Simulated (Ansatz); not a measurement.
MnS:

```
Mn S
1.0
     0.00000    2.60450    2.60450
     2.60450    0.00000    2.60450
     2.60450    2.60450    0.00000
Mn S
1 1
Direct
  0.00000 0.00000 0.00000
  0.50000 0.50000 0.50000
```

- Program: Ansatz 0.2.0
- Task: relaxation of cell and atoms
- Functional: LDA
- Potentials or basis: Ansatz PAW
- Cutoff: 420 eV (not typed: the program's choice for these potentials)
- k mesh: 9 × 9 × 9
- Occupations: fermi-dirac, width 0.05 eV
- Spin: collinear spin, ferromagnetic start
- Starting moments: [4.0, 0.0] μB
- Hubbard terms: Mn d U = 8 eV

At the start: volume 17.67 Å³/atom.

Q: Where does the relaxation end?

A: It ends after 4 steps and the volume is 18.03 Å³/atom (+2.1 %); space group Fm-3m (No. 225, to 0.05 Å); moment 5.00 μB per cell.

Step by step:
| step | energy change (eV) | largest force (eV/Å) | volume (Å³) |
| --- | --- | --- | --- |
| 1 | 0.0000 | 0.0000 | 35.33 |
| 2 | -0.0039 | 0.0000 | 36.07 |
| 3 | -0.0041 | 0.0000 | 36.07 |
| 4 | -0.0041 | 0.0000 | 36.07 |

Final structure:
```cif
data_structure
_symmetry_space_group_name_H-M 'P 1'
_symmetry_Int_Tables_number 1
_cell_length_a 3.7085
_cell_length_b 3.7085
_cell_length_c 3.7085
_cell_angle_alpha 60.000
_cell_angle_beta 60.000
_cell_angle_gamma 60.000
_cell_volume 36.07
loop_
_atom_site_label
_atom_site_type_symbol
_atom_site_fract_x
_atom_site_fract_y
_atom_site_fract_z
_atom_site_occupancy
Mn1 Mn 0.00000 0.00000 0.00000 1
S1 S 0.50000 0.50000 0.50000 1
```

Caveat: the magnetic or orbital state may not be the lowest; the plane-wave basis is chosen anew once the cell has moved, so the energies of steps on either side of that aren't comparable; a cell with one magnetic atom can't hold antiferromagnetic order, which such compounds often take; the PAW data sets come from PBE, with cores solved anew for the run's functional, which leaves a small shift of forces and pressure.
